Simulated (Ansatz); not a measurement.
# Ga in Ansatz: the effect of functional

The system is Ga.

```xyz
2
Lattice="1.4012 -4.0795 0.0000 1.4012 4.0795 0.0000 -0.1190 0.0000 3.3737" Properties=species:S:1:pos:R:3 pbc="T T T"
Ga    1.3120    3.0107    2.5303
Ga    1.3715   -3.0107    0.8434
```

This isn't the form of Ga at room conditions, which is orthorhombic.

The cell isn't the ideal one: volume scaled by 1.04.

Alike in all runs:

- Program: Ansatz 0.2.0
- Task: single point
- Potentials or basis: Ansatz PAW
- k mesh: 10 × 10 × 8
- Occupations: fermi-dirac, width 0.05 eV
- Spin: no spin polarisation

```csv
functional,cutoff,pressure (GPa),largest force (eV/Å)
LDA,420 eV (not typed: the program's choice for these potentials),?,?
PBEsol,420 eV (not typed: the program's choice for these potentials),-3.8,0.18
r2SCAN,500 eV (not typed: the program's choice for these potentials),-3.4,0.20
```

Question: What does the run with functional LDA give?

Answer: Pressure -5.5 GPa; largest force 0.16 eV/Å.

Caveats: the PAW data sets come from PBE, with cores solved anew for the run's functional, which leaves a small shift of forces and pressure.
